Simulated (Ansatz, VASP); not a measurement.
## Two plane-wave programs on P

```
CELL_PARAMETERS angstrom
1.73302 1.00056 3.01638
-1.73302 1.00056 3.01638
0.00000 -2.00112 3.01638
ATOMIC_POSITIONS crystal
P 0.23068 0.23068 0.23068
P 0.76932 0.76932 0.76932
```

Alike in both runs: functional PBE; dispersion D3(BJ); k mesh 15 × 15 × 15; occupations gaussian, width 0.1 eV; no spin polarisation.

Ansatz relaxed the structure, and its values are those at the end. VASP's run is a single point on that final structure, the one shown.

|  | VASP | Ansatz |
| --- | --- | --- |
| version | VASP 6.6.1 | Ansatz 0.2.0 |
| potentials or method | VASP PAW PBE potentials, release 64 (P) | scalar-relativistic, plane waves, PAW |
| plane-wave cutoff (eV) | 520 | 420 |
| valence electrons in the cell | 10 | 10 |

|  | VASP | Ansatz | Ansatz less VASP |
| --- | --- | --- | --- |
| gap on the k mesh at the Fermi level (eV) | none | none | - |
| pressure (GPa) | -3.5 | -3.2 | +0.28 |
| rms of the force components (eV/Å) | 0.028 | 0.001 | -0.0271 |

A gap of «none» marks a metal or a gap that the smearing closes.

Caveats: pairwise dispersion overbinds metals, which lowers pressure and volume.
